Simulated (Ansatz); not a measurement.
# Ti: the cost of one run

Computed with Ansatz 0.2.0 (DFT PBE, scalar-relativistic, plane waves, PAW, unless a step's input says otherwise).

2 further runs of the same task are left out: 2 set aside as unsound or not needed.

## Step 1: The structure to begin with

It takes space group P6_3/mmc (No. 194, hexagonal). Conventional cell: a = 2.938 Å, b = 2.938 Å, c = 4.651 Å, α = 90.00°, β = 90.00°, γ = 120.00°. Ti (site symmetry -6m2) is surrounded by 12 Ti at 2.88 to 2.94 Å.

Coordinates:

```
CELL_PARAMETERS angstrom
2.93846 0.00000 0.00000
-1.46923 2.54478 0.00000
0.00000 0.00000 4.65063
ATOMIC_POSITIONS crystal
Ti 0.33333 0.66667 0.25000
Ti 0.66667 0.33333 0.75000
```

This cell was relaxed beforehand with the same method: volume 17.39 Å³/atom, gap on the mesh none (metal).

## Step 2: The perfect supercell

input.yaml

```yaml
crystal:
  lattice:
    - [5.8769161225, 5.089558658, -4.6506340141]
    - [-5.8769161225, -5.089558658, -4.6506340141]
    - [-5.8769161225, 5.089558658, 4.6506340141]
  atoms:
    - { symbol: Ti, position: [0.0416666667, 0.625, 0.9166666667] }
    - { symbol: Ti, position: [0.2916666667, 0.75, 0.2916666667] }
    - { symbol: Ti, position: [0.0416666667, 0.375, 0.6666666667] }
    - { symbol: Ti, position: [0.2916666667, 0.5, 0.0416666667] }
    - { symbol: Ti, position: [0.5416666667, 0.625, 0.4166666667] }
    - { symbol: Ti, position: [0.0416666667, 0.125, 0.4166666667] }
    - { symbol: Ti, position: [0.7916666667, 0.75, 0.7916666667] }
    - { symbol: Ti, position: [0.2916666667, 0.25, 0.7916666667] }
    - { symbol: Ti, position: [0.5416666667, 0.375, 0.1666666667] }
    - { symbol: Ti, position: [0.0416666667, 0.875, 0.1666666667] }
    - { symbol: Ti, position: [0.7916666667, 0.5, 0.5416666667] }
    - { symbol: Ti, position: [0.2916666667, 1.0, 0.5416666667] }
    - { symbol: Ti, position: [0.5416666667, 0.125, 0.9166666667] }
    - { symbol: Ti, position: [0.7916666667, 0.25, 0.2916666667] }
    - { symbol: Ti, position: [0.5416666667, 0.875, 0.6666666667] }
    - { symbol: Ti, position: [0.7916666667, 0.0, 0.0416666667] }
    - { symbol: Ti, position: [0.7083333333, 0.25, 0.7083333333] }
    - { symbol: Ti, position: [0.9583333333, 0.375, 0.0833333333] }
    - { symbol: Ti, position: [0.7083333333, 0.0, 0.4583333333] }
    - { symbol: Ti, position: [0.9583333333, 0.125, 0.8333333333] }
    - { symbol: Ti, position: [0.2083333333, 0.25, 0.2083333333] }
    - { symbol: Ti, position: [0.7083333333, 0.75, 0.2083333333] }
    - { symbol: Ti, position: [0.4583333333, 0.375, 0.5833333333] }
    - { symbol: Ti, position: [0.9583333333, 0.875, 0.5833333333] }
    - { symbol: Ti, position: [0.2083333333, 0.0, 0.9583333333] }
    - { symbol: Ti, position: [0.7083333333, 0.5, 0.9583333333] }
    - { symbol: Ti, position: [0.4583333333, 0.125, 0.3333333333] }
    - { symbol: Ti, position: [0.9583333333, 0.625, 0.3333333333] }
    - { symbol: Ti, position: [0.2083333333, 0.75, 0.7083333333] }
    - { symbol: Ti, position: [0.4583333333, 0.875, 0.0833333333] }
    - { symbol: Ti, position: [0.2083333333, 0.5, 0.4583333333] }
    - { symbol: Ti, position: [0.4583333333, 0.625, 0.8333333333] }
basis:
  ecutwfc: 420
  xc_grid: 2
kpoints:
  mp_grid: { grid: [4, 4, 4], shift: [0.5, 0.5, 0.5] }
hamiltonian:
  xc: pbe
scf:
  occupations: { method: gaussian, width: 0.1 }
output:
  forces: true
  stress: true
  eigenvalues: true
  write_density: true
  write_potential: true
  elf: true
  volumetric_format: npy
```

Run with:

```
> ansatz run input.yaml --threads 4 --pin off --max-ram 10240MiB --backend cpu --events-out ev --progress --plain --runs-dir out
```

What time and memory should one allow on 4 threads of Intel Xeon Platinum 8488C (Sapphire Rapids), shared host?

About 43 s, with a peak of 3.7 GiB.
